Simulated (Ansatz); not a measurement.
# GaN: how the settings move a relaxation

Aim: see which settings change the result for GaN, by how much, and at what cost.

Method: reference: DFT, PBEsol, PAW with Ansatz's default frozen-core files, scalar-relativistic; relaxation of cell and atoms, in Ansatz 0.2.0.

1 further run of the same task is left out (it didn't finish).

## 1. Starting point

Symmetry: F-43m, No. 216, cubic system. Conventional cell: a = 4.507 Å, b = 4.507 Å, c = 4.507 Å, α = 90.00°, β = 90.00°, γ = 90.00°. Around Ga (site symmetry -43m) lie 4 N at 1.95 Å. N (site symmetry -43m) is surrounded by 4 Ga at 1.95 Å.

Coordinates:

```cif
data_structure
_symmetry_space_group_name_H-M 'F-43m'
_symmetry_Int_Tables_number 216
_cell_length_a 4.5070
_cell_length_b 4.5070
_cell_length_c 4.5070
_cell_angle_alpha 90.000
_cell_angle_beta 90.000
_cell_angle_gamma 90.000
_cell_volume 91.55
loop_
_atom_site_label
_atom_site_type_symbol
_atom_site_symmetry_multiplicity
_atom_site_Wyckoff_symbol
_atom_site_fract_x
_atom_site_fract_y
_atom_site_fract_z
_atom_site_occupancy
Ga1 Ga 4 a 0.00000 0.00000 0.00000 1
N1 N 4 d 0.25000 0.25000 0.75000 1
```

## 2. Baseline

Input file input.yaml:

```yaml
crystal:
  lattice:
    - [0.0, 2.2535006075, 2.2535006075]
    - [2.2535006075, 0.0, 2.2535006075]
    - [2.2535006075, 2.2535006075, 0.0]
  atoms:
    - { symbol: Ga, position: [0.0, 0.0, 0.0] }
    - { symbol: "N", position: [0.25, 0.25, 0.25] }
kpoints:
  mp_grid: { grid: [18, 18, 18] }
scf:
  occupations: { method: fermi_dirac, width: 0.1 }
hamiltonian:
  xc: pbesol
  pseudopotentials: { kind: paw }
relax:
  f_tol: 0.002
  max_steps: 80
  cell: {}
output:
  forces: true
  stress: true
```

The run is started by

```bash
$ ansatz run input.yaml --threads 1 --pin off --max-ram 2560MiB --backend cpu --events-out ev --progress --plain --runs-dir out
```

## 3. Changed: mp_grid.grid [8, 8, 8], occupations.method fixed, mixing.algorithm anderson, mixing.beta 0.05, mixing.ndim 8

input.yaml, as its differences from that of step 2:

```diff
@@ -9,5 +9,6 @@
 kpoints:
-  mp_grid: { grid: [18, 18, 18] }
+  mp_grid: { grid: [8, 8, 8] }
 scf:
-  occupations: { method: fermi_dirac, width: 0.1 }
+  occupations: { method: fixed }
+  mixing: { algorithm: anderson, beta: 0.05, ndim: 8 }
 hamiltonian:
```

**Question.** What will these runs give? Wanted: for each run, ending; energy change; pressure; gap; force.

As calculated:

```tsv
run	ending	energy change	pressure (GPa)	gap (eV)	force (eV/Å)	cycles	time
reference	converged	0	0.0	1.70	0.00	24	24 s
1: mp_grid.grid [8, 8, 8], occupations.method fixed, mixing.algorithm anderson, mixing.beta 0.05, mixing.ndim 8	converged	+0.3 meV/atom (σ→0)	0.0	1.70	0.00	30	4.3 s
```

What this shows: Changing the k-point mesh, smearing and mixing leaves the energy as it was (+0.3 meV/atom). Cost: 30 SCF cycles against 24, 4.3 s against 24 s.
